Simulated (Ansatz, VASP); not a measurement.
TiAl in VASP and in Ansatz

File INCAR:

```
ALGO = Normal
EDIFF = 1E-7
ENCUT = 520
GGA = PS
ISIF = 2
ISMEAR = -1
LASPH = T
LCHARG = F
LREAL = F
LWAVE = F
NBANDS = 14
NELM = 100
PREC = Accurate
SIGMA = 0.05
```

File KPOINTS:

```
k-points
0
Gamma
  8 8 8
```

Contents of POSCAR:

```
TiAl
1.0
    3.2001180175      0.0000000000      0.0000000000
    0.0000000000      3.2001180175      0.0000000000
    0.0000000000      0.0000000000      3.2001180175
Ti Al
1 1
Direct
    0.0000000000      0.0000000000      0.0000000000
    0.5000000000      0.5000000000      0.5000000000
```

File input.yaml:

```yaml
crystal:
  lattice:
    - [3.2001180175, 0.0, 0.0]
    - [0.0, 3.2001180175, 0.0]
    - [0.0, 0.0, 3.2001180175]
  atoms:
    - { symbol: Ti, position: [0.0, 0.0, 0.0] }
    - { symbol: Al, position: [0.5, 0.5, 0.5] }
hamiltonian:
  xc: pbesol
  pseudopotentials: { kind: paw }
kpoints:
  mp_grid: { grid: [8, 8, 8] }
scf:
  occupations: { method: fermi_dirac, width: 0.05 }
output:
  forces: true
  stress: true
  eigenvalues: true
```

Change from the starting cell: volume scaled by 1.02.

Alike in both runs: task single point; functional PBEsol; k mesh 8 × 8 × 8; occupations fermi-dirac, width 0.05 eV; no spin polarisation.

```csv
,VASP,Ansatz
version,VASP 6.6.1,Ansatz 0.2.0
potentials or method,"VASP PAW PBE potentials, release 64 (Ti_sv, Al)",Ansatz PAW
plane-wave cutoff (eV),520,420
valence electrons in the cell,15,15
```

Ansatz gave:

| Item | Value |
| --- | --- |
| gap on the k mesh at the Fermi level (eV) | none |
| pressure (GPa) | -4.5 |

Task: Which values does VASP return?

Result: gap on the k mesh at the Fermi level (eV): none; pressure (GPa): -4.4.

A gap of «none» marks a metal or a gap that the smearing closes. The functional is the same, so the differences come from potentials, cutoffs and numerics.

Caveats: the PAW data sets were made with another functional, which shifts forces and pressure a little (VASP); the PAW data sets come from PBE, with cores solved anew for the run's functional, which leaves a small shift of forces and pressure (Ansatz).
